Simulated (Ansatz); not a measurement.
Several occupations of a fcc lattice at one composition, 12 Ti, 4 Al. Sites, in fractions of the cell -4.096 4.096 -4.096; 4.096 4.096 4.096; 4.096 -4.096 -4.096 Å:

| cell | sites |
| --- | --- |
| all | Al (0.75 0.00 0.25), Ti (0.00 0.00 0.00), Ti (0.00 0.50 0.50), Ti (0.00 0.75 0.25), Ti (0.25 0.50 0.25), Ti (0.25 0.75 0.00), Ti (0.50 0.25 0.25), Ti (0.75 0.25 0.00) |
| 1 | Al (0.00 0.25 0.75), Al (0.25 0.25 0.50), Al (0.50 0.00 0.50), Ti (0.25 0.00 0.75), Ti (0.50 0.50 0.00), Ti (0.50 0.75 0.75), Ti (0.75 0.50 0.75), Ti (0.75 0.75 0.50) |
| 2 | Al (0.25 0.00 0.75), Al (0.25 0.25 0.50), Al (0.75 0.50 0.75), Ti (0.00 0.25 0.75), Ti (0.50 0.00 0.50), Ti (0.50 0.50 0.00), Ti (0.50 0.75 0.75), Ti (0.75 0.75 0.50) |
| 3 | Al (0.50 0.50 0.00), Al (0.50 0.75 0.75), Al (0.75 0.75 0.50), Ti (0.00 0.25 0.75), Ti (0.25 0.00 0.75), Ti (0.25 0.25 0.50), Ti (0.50 0.00 0.50), Ti (0.75 0.50 0.75) |

Each was relaxed without symmetry on coarser meshes and computed once more. Computed with DFT PBE, scalar-relativistic, plane waves, PAW (Ansatz 0.2.0).

Plane waves to 420 eV, a k mesh through Γ of 6×6×6 on the computed 16-atom cell and Gaussian smearing (0.10 eV); no spin polarisation.

Warren–Cowley parameters of the first shell of the sublattice with most elements (negative: unlike neighbours preferred):
```json
{"cell": "1", "Al-Ti": "0.00"}
{"cell": "2", "Al-Ti": "-0.17"}
{"cell": "3", "Al-Ti": "0.00"}
```

Cells 1 and 3 are most likely one occupation up to symmetry.

Forces of up to 0.09 eV/Å remain on the final mesh.

Task: Which occupation is lowest in energy, and by how much?

Result: Cell 2.
```
cell E − E(lowest) (meV/atom) V (Å³/atom)
   2                       0.0        16.77
   1                      67.3        17.01
   3                      67.3        17.01
```

The final mesh leaves forces up to 0.09 eV/Å and stresses up to 0.4 GPa: the relaxation ran on a coarser mesh, so the cell's shape, its bonds and its energy belong partly to that mesh.

Cost: 6 runs of about 31 core-minutes in all (earlier runs that led there not counted), on Arm Neoverse V1 (shared hosts).